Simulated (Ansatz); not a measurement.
# 1T-PbSSe monolayer in a perpendicular field, part 2 of 2

What dipole does a perpendicular field induce in the 1T-PbSSe monolayer, and does the gap follow? A positive field points along +c.

Ansatz 0.2.0; plane-wave DFT, PBE-D3(BJ), Ansatz PAW (set soft_1); PAW set soft_1.

So far. Step 2 (Relaxation): The lattice constant a goes from 3.521 to 3.881 Å.

### 3. Atoms held, field 0

A sawtooth potential applies the field, turning back in the middle of the vacuum. With the dipole correction the typed value is the field outside the slab. The induced dipole is small, so the SCF threshold is tight.

The cell differs from the one that the last finished run ended in (c 36.559 → 21.235 Å).

Contents of input.yaml:

```yaml
crystal:
  lattice:
    - [3.8806043058, 0.0, 0.0]
    - [-1.9403021529, 3.3607019109, 0.0]
    - [0.0, 0.0, 21.2348545254]
  atoms:
    - { symbol: Se, position: [0.6666666667, 0.3333333333, 0.4238314884] }
    - { symbol: Pb, position: [0.0, 0.0, 0.5039116431] }
    - { symbol: S, position: [0.3333333333, 0.6666666667, 0.5761685116] }
kpoints:
  mp_grid: { grid: [18, 18, 1] }
  band_path:
    path: [[0, 0, 0], [0.5, 0, 0], [0.33333333, 0.33333333, 0], [0, 0, 0]]
    npoints: 16
hamiltonian:
  xc: pbe
  dispersion: d3bj
  pseudopotentials: { kind: paw, azcp: { folder: soft_1 } }
scf:
  occupations: { method: fermi_dirac, width: 0.02585 }
  convergence: { dr2_threshold: 1.0e-10 }
efield:
  axis: 3
  dipole_correction: true
  ramp_position: 0.97
  ramp_width: 0.06
  amplitude: 0
output:
  dos: { projected: true, e_range: [-6, 5] }
  write_potential: true
  write_density: true
  volumetric_format: npy
  elf: true
```

Run with:

```bash
ansatz run input.yaml --threads 2 --pin off --max-ram 3072MiB --backend cpu --events-out ev --progress --plain --runs-dir out
```

Numbers of over 12 decimals in the logs are rounded to 6 here.

Output:

```text
[...]
Crystal: 3 atoms, lattice volume = 276.936 Å³
Basis set: ecut = 420 eV, 5459 PW (Γ)
Bands: 22, of which v1, the nominal top of the filled ones, is band 18 counted from 1 (17 counted from 0)
Symmetry: 6 space group operations
[...]
k-points: 37 of 324 (time reversal used)
[...]
SCF iter   1: F=—  HF=-18280.970442 eV  |F-HF|=—  |Δ(HF+E_count)|=         —  Δρ=1.74e-2  dr2=1.54e0  ethr=3.10e-3  p=0.000 e·Å  D=5.07e-7 V/Å  ΔV_dip=-0.00 eV  dr2_dipole=3.47e-2  V_vac-E_F(+/−)=6.43/6.43 eV  ⟨swp⟩=10.3  Hψ=5368  notcnv=0
efield: sawtooth ramp at fractional position 0.9700 (set: `efield.ramp_position`, or a place that a band, a saddle search or an elastic batch's reference lends), width 0.0600; the density the first Hamiltonian is built on has a dipole p = 0.000 e·Å; the dipole correction subtracts the counter field D = 5.07e-7 V/Å, which shifts the + side's vacuum level by -0.00 eV against the − side's; the planar-averaged density in the ramp window peaks in size at 6.6e-6 e/Å³
[...]
SCF iter   2: F=—  HF=-18280.734703 eV  |F-HF|=—  |Δ(HF+E_count)|=   2.36e-1  Δρ=1.06e-2  dr2=1.53e0  ethr=3.10e-3  p=-0.097 e·Å  D=-6.37e-2 V/Å  ΔV_dip=1.35 eV  dr2_dipole=3.35e-1  V_vac-E_F(+/−)=7.07/5.71 eV  ⟨swp⟩=3.0  Hψ=1658  notcnv=0
[...]
SCF iter  12: F=-18280.589691 eV  HF=-18280.589691 eV  |F-HF|=6.55e-11  |Δ(HF+E_count)|=  1.56e-10  Δρ=8.33e-8  dr2=5.68e-11  ethr=1.00e-12  p=-0.026 e·Å  D=-1.69e-2 V/Å  ΔV_dip=0.36 eV  dr2_dipole=1.11e-12  V_vac-E_F(+/−)=6.21/5.85 eV  ⟨swp⟩=3.8  Hψ=2723  notcnv=0
SCF 1 converged in 12 iterations: F = -18280.589691 eV  dr2 = 5.68e-11
[...]
NSCF: frozen V_eff on 49 k-points
efield: sawtooth ramp at fractional position 0.9700 (kept from the solve that this one continues, or follows in the run), width 0.0600; the density the first Hamiltonian is built on has a dipole p = -0.026 e·Å; the dipole correction subtracts the counter field D = -1.69e-2 V/Å, which shifts the + side's vacuum level by +0.36 eV against the − side's; the planar-averaged density in the ramp window peaks in size at 6.7e-6 e/Å³
WARN: The output density's exchange-correlation potential varies sharply where the density is thin. Do not read a vacuum level from v_tot or v_xc, or from such a field of the output density. On a cell that repeats whose density bears no net charge and no dipole along the vacuum's axis use v_es (v_loc + v_h of the components); under efield.dipole_correction with no amplitude use v_es + v_field, which holds any externa [...]
SCF converged after 12 iterations
Free energy (F): -18280.589691 eV
[...]
Internal energy: -18280.589437 eV  (E = F + TS)
E sigma→0 (E₀):  -18280.589564 eV
Entropy (-TS):   -0.000254 eV (-0.085 meV/atom)
Fermi energy:    -2.298951 eV
Dipole field:    D = -0.016854 V/Å  (p = -0.025794 e·Å, saw-weighted, corrected)
Work function:   Φ+ = 6.2119 eV   Φ− = 5.8540 eV
Levels:          The Fermi level and band energies are counted from a zero that moves with the ramp; work functions are not
[...]
--- Band table (eV; the first three rows and the last of 37) ---
  k-point 0: bands = [... 14 lower, -3.2660, -3.2660, -2.4002, -2.4002, -1.6828, 0.7901, 2.4668, 2.4668]
  k-point 1: bands = [... 14 lower, -3.4757, -3.3184, -2.6055, -2.4112, -1.5148, 0.9831, 2.3359, 2.5278]
  k-point 2: bands = [... 14 lower, -3.5927, -3.4621, -3.0352, -2.4438, -1.2522, 1.3644, 2.1932, 2.6901]
  k-point 36: bands = [... 14 lower, -5.6606, -5.4392, -3.3507, -3.2094, -1.4341, 2.6551, 2.7284, 4.0418]
```

Wall time 17 s (2 threads of Arm Neoverse V2, shared host); peak memory 0.6 GiB; 33 s of CPU time.

In the SCF lines HF is the Harris–Foulkes energy and dr2 the Hartree energy of the density residual, in eV; the loop may stop once dr2 is under the threshold and the program's other checks hold. Hψ counts applications of the Hamiltonian.

This step gave:

- energy at zero smearing: -18280.5896 eV
- dipole along the normal: -0.02579 e·Å
- gap along the path: 0.1854 eV
- smallest direct gap along the path: 0.5597 eV
- step between the vacuum levels: 0.3579 eV
- ionisation energy, upper face: 6.313 eV
- electron affinity, upper face: 6.128 eV
- ionisation energy, lower face: 5.955 eV
- gap, the smaller of path and mesh: 0.1854 eV

Running mean over a fixed 2.5 Å (it still follows the layers) of the planar mean; the ramp of the sawtooth is left out. Table of electron's electrostatic potential energy less the Fermi level by z:

z (Å), electron's electrostatic potential energy less the Fermi level (eV) and a bar from the least value:
```
     2.95       5.85 #############################
     3.39       5.85 #############################
     3.83       5.85 #############################
     4.13       5.85 #############################
     4.57       5.85 #############################
     5.01       5.85 #############################
     5.46       5.85 #############################
     5.90       5.83 #############################
     6.19       5.80 #############################
     6.64       5.66 #############################
     7.08       5.12 ###########################
     7.52       4.06 #########################
     7.96       2.92 ######################
     8.41       1.55 ###################
     8.70       0.51 ################
     9.14      -1.51 ###########
     9.59      -3.54 ######
    10.03      -4.88 ###
    10.47      -5.60 #
    10.76      -5.90 
    11.21      -6.09 
    11.65      -5.15 ##
    12.09      -2.96 ########
    12.53      -0.60 #############
    12.83       0.70 #################
    13.27       2.54 #####################
    13.71       4.35 #########################
    14.16       5.64 #############################
    14.60       6.07 ##############################
    15.04       6.18 ##############################
    15.34       6.20 ##############################
    15.78       6.21 ##############################
    16.22       6.21 ##############################
    16.66       6.21 ##############################
    17.11       6.21 ##############################
    17.40       6.21 ##############################
    17.84       6.21 ##############################
    18.29       6.21 ##############################
```

The density of states has structure finer than the step of the table below, so its rows give means over 0.2 eV, whole bins alone (the curve runs from -6 to 2.08 eV). Peaks (eV: height): -3.38: 5.06, -2.36: 6.19, -0.98: 8.56, -0.87: 6.91, -0.65: 5.25, 0.86: 8.02, 1.17: 3.93.

The density of states by energy, zero at the Fermi level of the run, which the smearing sets inside the gap; means over each step:

energy (eV), density of states (states/eV a cell) and a bar:
```
     -4.4       0.00 
     -4.2       0.50 ###
     -4.0       1.53 ########
     -3.8       1.83 ##########
     -3.6       2.01 ###########
     -3.4       1.70 #########
     -3.2       1.55 ########
     -3.0       1.76 ##########
     -2.8       1.99 ###########
     -2.6       2.40 #############
     -2.4       4.11 ######################
     -2.2       2.99 ################
     -2.0       1.94 ###########
     -1.8       1.57 #########
     -1.6       1.40 ########
     -1.4       1.94 ###########
     -1.2       3.27 ##################
     -1.0       5.51 ##############################
     -0.8       3.88 #####################
     -0.6       3.88 #####################
     -0.4       2.43 #############
     -0.2       1.34 #######
      0.0       0.04 
      0.2       0.78 ####
      0.4       0.98 #####
      0.6       1.32 #######
      0.8       3.18 #################
      1.0       2.41 #############
      1.2       1.46 ########
      1.4       0.00
```

Projected DOS per atom over height of the atomic layer and energy from the Fermi level. Layers: Se Pb S from below.

Ten even steps from '_' (0.00 states/eV) to '@' (2.35 states/eV), each cell a mean:
```
______
______
::..::
--::--
......
______
++__::
@@__##
@@__@@
::__==
::..--
--::++
==::++
::::--
::..::
::::::
::::::
______
______
______
______
______
```
Columns: height of the atomic layer (Å) from 9 to 12.2 (not evenly spaced); rows upwards: energy from the Fermi level (eV) from -5.96 to 2.05.

Electronic bands along the path, in eV, zero at the Fermi level of the run, which the smearing sets inside the gap:

```csv
point,band 15,band 16,band 17,band 18,band 19,band 20,band 21,band 22
Γ,-0.97,-0.97,-0.10,-0.10,0.62,3.09,4.77,4.77
halfway,-1.89,-1.71,-1.02,-0.29,0.94,3.91,5.30,5.47
M,-2.36,-2.28,-0.86,-0.48,0.08,3.92,5.31,5.62
halfway,-2.98,-2.52,-0.98,-0.84,0.66,4.69,5.14,5.66
K,-3.36,-3.14,-1.05,-0.91,0.86,4.95,5.03,6.34
halfway,-2.72,-1.60,-1.03,-0.66,1.14,4.70,4.72,5.47
Γ,-0.97,-0.97,-0.10,-0.10,0.62,3.09,4.77,4.77
```

The electronic bands as a text plot (rows in eV, shown from -8.1 to 4.8 only):

```
    4.5 |+++++++                 +++           ++++++++++++++++++
    4.0 |    ++++++++++++++++++++                        +++
    3.4 |  ++                                               ++++
    2.9 |++                                                     +
    2.4 |
    1.8 |
    1.3 |    ++++++                              ++++++++++++
    0.7 |++++      +++            +++++++++++++++            ++++
    0.2 |             ++++++++++++
   -0.3 |***********************                       **********
   -0.9 |********************************************************
   -1.4 |**********                         *********************
   -1.9 |    *** *********                      ****     ***
   -2.5 |       ***   ***************        ***    *****
   -3.0 |          **             ***********  *******
   -3.5 |            ***             **************
   -4.1 |               *************
   -4.6 |
   -5.2 |
   -5.7 |
   -6.2 |***                                                   **
   -6.8 |   ********                                  *********
   -7.3 |           ****                         *****
   -7.8 |               ***************     *****
         Γ                   M           K                      Γ
```

Electrostatic potential energy in the ca plane at fractional y = 0.000, with atoms of Pb within 0.2 Å of it. With pseudopotentials it is smooth inside the atoms' cores, unlike the true potential.

Ten even steps from '0' (-37 eV) to '9' (4 eV), each cell a mean:
```
99999999999999998500001689999999999999999999
99999999999999998730004899999999999999999999
99999999999999998875567899999999999999999999
99999999999999888888888889999999999999999999
99999999999999888899999888999999999999999999
99999999999999888898888888999999999999999999
99999999999999988887778899999999999999999999
99999999999999998852136899999999999999999999
99999999999999998610002789999999999999999999
99999999999999998400000689999999999999999999
```
Columns run along c (16.0 Å, from fractional 0.16 to 0.92 of the cell; values clipped at the 3rd and 97th percentile), rows up along a (3.9 Å). Atoms in or near the plane, at fractional coordinates: Pb at (0.50, 0.00).

Valence density in the ca plane at fractional y = 0.000, with atoms of Pb within 0.2 Å of it. It is the smooth field of the valence electrons, not physical close to the nuclei.

Ten steps, logarithmic in the rise over the least value, from '0' (0.0 e/Å³) to '9' (7.2 e/Å³), each cell a mean:
```
00000000000000000001135899852100000000000000
00000000000000000011124677642110000000000000
00000000000000000112223344332211000000000000
00000000000000000123332222223321000000000000
00000000000000000123332211233322100000000000
00000000000000000123332222223321100000000000
00000000000000000122232333322221000000000000
00000000000000000011223566532110000000000000
00000000000000000001125788742100000000000000
00000000000000000000136899853100000000000000
```
Columns run along c (16.0 Å, from fractional 0.09 to 0.84 of the cell), rows up along a (3.9 Å). Atoms in or near the plane, at fractional coordinates: Pb at (0.50, 0.00).

ELF in the ca plane at fractional y = 0.000, with atoms of Pb within 0.2 Å of it. It is the smooth field of the valence electrons, not physical close to the nuclei.

Ten even steps from '0' (0.00) to '9' (0.74), each cell a mean:
```
00000000000000000000135300343100000000000000
00000000000000000112234544432211000000000000
00000000000000012456654344335554210000000000
00000000000000125789985322368987531000000000
00000000000000136899986311379999741000000000
00000000000000136899986311379998631000000000
00000000000000013678864333346776420000000000
00000000000000001234443455433332100000000000
00000000000000000001134422442100000000000000
00000000000000000000135200253100000000000000
```
Columns run along c (16.0 Å, from fractional 0.09 to 0.84 of the cell), rows up along a (3.9 Å). Atoms in or near the plane, at fractional coordinates: Pb at (0.50, 0.00).

The gap is 0.19 eV, with the valence edge 6.31 eV and the conduction edge 6.13 eV under the upper vacuum level. Spin-orbit coupling, left out in this run, matters for the bands of elements this heavy.

### 4. Atoms held, field 0.1 V/Å

Changes to input.yaml since step 3:

```diff
@@ -24,7 +24,6 @@
   dipole_correction: true
-  ramp_position: 0.97
-  ramp_width: 0.06
-  amplitude: 0
+  ramp_position: 0.9411
+  ramp_width: 0.1107
+  amplitude: 0.1
 output:
-  dos: { projected: true, e_range: [-6, 5] }
   write_potential: true
@@ -32,2 +31 @@
   volumetric_format: npy
-  elf: true
```

Output:

```text
[...]
Crystal: 3 atoms, lattice volume = 276.936 Å³
Basis set: ecut = 420 eV, 5459 PW (Γ)
Bands: 22, of which v1, the nominal top of the filled ones, is band 18 counted from 1 (17 counted from 0)
Symmetry: 6 space group operations
[...]
k-points: 37 of 324 (time reversal used)
[...]
--- Band table (eV; the first three rows and the last of 37) ---
  k-point 0: bands = [... 14 lower, -3.2603, -3.2603, -2.4036, -2.4036, -1.6836, 0.7895, 2.4683, 2.4683]
  k-point 1: bands = [... 14 lower, -3.4700, -3.3130, -2.6088, -2.4144, -1.5153, 0.9825, 2.3305, 2.5292]
  k-point 2: bands = [... 14 lower, -3.5899, -3.4572, -3.0381, -2.4464, -1.2524, 1.3640, 2.1841, 2.6915]
  k-point 36: bands = [... 14 lower, -5.6594, -5.4379, -3.3459, -3.2133, -1.4336, 2.6525, 2.7285, 4.0387]
[key lines of the parts left out:]
SCF converged after 12 iterations
Free energy (F): -18280.588997 eV
Fermi energy:    -2.300153 eV
Dipole field:    D = 0.007795 V/Å  (p = 0.011930 e·Å, saw-weighted, corrected)
```

The job ended after 17 s (2 threads; peak memory 0.57 GiB).

The dipole is 0.0119 e·Å, 0.0377 e·Å from its value without field, and the gap 0.190 eV.

### 5. Atoms held, field -0.1 V/Å

Changes to input.yaml since step 4:

```diff
@@ -26,3 +26,3 @@
   ramp_width: 0.1107
-  amplitude: 0.1
+  amplitude: -0.1
 output:
```

Output:

```text
[...]
Crystal: 3 atoms, lattice volume = 276.936 Å³
Basis set: ecut = 420 eV, 5459 PW (Γ)
Bands: 22, of which v1, the nominal top of the filled ones, is band 18 counted from 1 (17 counted from 0)
Symmetry: 6 space group operations
[...]
k-points: 37 of 324 (time reversal used)
[...]
--- Band table (eV; the first three rows and the last of 37) ---
  k-point 0: bands = [... 14 lower, -3.2701, -3.2701, -2.3950, -2.3950, -1.6804, 0.7922, 2.4670, 2.4670]
  k-point 1: bands = [... 14 lower, -3.4795, -3.3223, -2.6006, -2.4063, -1.5127, 0.9851, 2.3384, 2.5280]
  k-point 2: bands = [... 14 lower, -3.5939, -3.4654, -3.0305, -2.4395, -1.2504, 1.3659, 2.1983, 2.6903]
  k-point 36: bands = [... 14 lower, -5.6602, -5.4388, -3.3539, -3.2038, -1.4329, 2.6589, 2.7295, 4.0462]
[key lines of the parts left out:]
SCF converged after 12 iterations
Free energy (F): -18280.594156 eV
Fermi energy:    -2.296081 eV
Dipole field:    D = -0.041495 V/Å  (p = -0.063506 e·Å, saw-weighted, corrected)
```

The job ended after 17 s (2 threads; peak memory 0.58 GiB).

The dipole is -0.0635 e·Å, -0.0377 e·Å from its value without field, and the gap 0.181 eV.

### 6. Response, atoms held

This step: plane-wave DFT, PBE-D3(BJ), Ansatz PAW (set soft_1); response to a field along the normal, atoms held; PAW set soft_1 (Ansatz 0.2.0).

The dipoles give the slope, and the difference of two potentials shows where the field is screened.

Numbers from this step:

```
equivalent conductor thickness p/(ε₀AE) : 5.233 Å
distance between the outer atoms        : 3.235 Å
```

The dipole of the cell by applied field:

```csv
applied field (V/Å),dipole of the cell (e·Å)
-0.1000,-0.0635
0.0000,-0.0258
0.1000,0.0119
```

Local field over the applied field, running mean. From the potentials at -0.1 and 0.1 V/Å; running mean over 2.5 Å. The local field over applied field by z:

z (Å), local field over applied field and a bar:
```
     4.13      0.999 ##############################
     4.57      0.999 ##############################
     5.01      0.996 ##############################
     5.46      0.989 ##############################
     5.90      0.973 #############################
     6.34      0.935 ############################
     6.78      0.860 ##########################
     7.23      0.738 ######################
     7.67      0.588 #################
     8.11      0.428 ############
     8.55      0.273 #######
     9.00      0.147 ####
     9.44      0.073 #
     9.88      0.043 
    10.32      0.031 
    10.91      0.036 
    11.35      0.059 #
    11.80      0.104 ##
    12.24      0.191 #####
    12.68      0.323 #########
    13.12      0.480 ##############
    13.57      0.638 ###################
    14.01      0.781 #######################
    14.45      0.890 ###########################
    14.89      0.952 #############################
    15.34      0.981 #############################
    15.78      0.993 ##############################
    16.22      0.997 ##############################
    16.66      0.999 ##############################
    17.11      1.000 ##############################
```

Electrons, planar mean, per unit field. Table of induced electron density by z:

```csv
z (Å),induced electron density (e/Å³ per V/Å)
4.13,2.0e-6
4.42,4.1e-6
4.87,1.2e-5
5.16,2.4e-5
5.60,6.5e-5
5.90,1.3e-4
6.19,2.3e-4
6.64,5.7e-4
6.93,9.9e-4
7.23,0.00164
7.67,0.00297
7.96,0.00356
8.41,0.00248
8.70,0.00133
9.00,8.8e-4
9.44,6.8e-4
9.73,-5.4e-5
10.03,-7.6e-4
10.47,-3.4e-4
10.76,1.0e-4
11.21,5.9e-4
11.50,2.3e-4
11.80,-6.5e-4
12.24,-0.00107
12.53,-0.00169
12.83,-0.00294
13.27,-0.00342
13.57,-0.00261
14.01,-0.00132
14.30,-7.6e-4
14.60,-4.2e-4
15.04,-1.6e-4
15.34,-8.4e-5
15.63,-4.2e-5
16.07,-1.5e-5
16.37,-7.1e-6
16.81,-2.3e-6
17.11,-1.1e-6
```

The smaller of the gaps on the path and on the k-mesh, counted as 0 under 0.03 eV. The gap by applied field:

```csv
applied field (V/Å),gap (eV)
-0.1000,0.181
0.0000,0.185
0.1000,0.190
```

By hand: between -0.1 and 0.1 V/Å the dipole changes by 0.07544 e·Å, a slope of 0.3772 e·Å²/V. A perfect conductor of thickness t has p = ε₀AEt, so t = 180.95 × 0.3772 / 13.042 = 5.23 Å (e/ε₀ = 180.95 V·Å, A in Å²).

The induced dipole is that of a conductor 5.23 Å thick.

### 7. What came out

```
gap without field                          : 0.185 eV
ionisation energy, upper face              : 6.31 eV
electron affinity, upper face              : 6.13 eV
step between the vacuum levels             : 0.358 eV
equivalent conductor thickness, atoms held : 5.23 Å
```

**Reading.** The induced dipole equals that of a perfect conductor 5.23 Å thick, while the outer atoms lie 3.23 Å apart; an out-of-plane ε follows only once a thickness t is chosen, by 1 − 1/ε = 5.23 Å / t. The two faces differ: the vacuum level above lies 0.36 eV higher than the one below. The gap stays within 0.01 eV of 0.19 eV over the fields run, up to 0.1 V/Å in size. Semilocal functionals give gaps that are too small, and excitons are not included. Spin-orbit coupling is left out, which matters for the bands of elements this heavy.

[Logs are printed without paths, hosts, clocks, repeated set-up lines and the standing remarks that a program may print on its own settings, such as how far it seeks lower states.]

[Hosts, paths, dates, database ids (printed as entryN), source tags and the programs' standing remarks are cut or masked in the printed files.]

[Maps of the electrostatic potential energy from Ansatz leave out the sawtooth potential of an applied field or a dipole correction, so their vacuum need not be flat; planar profiles and work functions include it.]

[The density of states shown here was stored with 400 of the rows of the run's finer table, so its peaks can read low, often by over a quarter, or be missed, and its means over a window can be off by a tenth or more.]
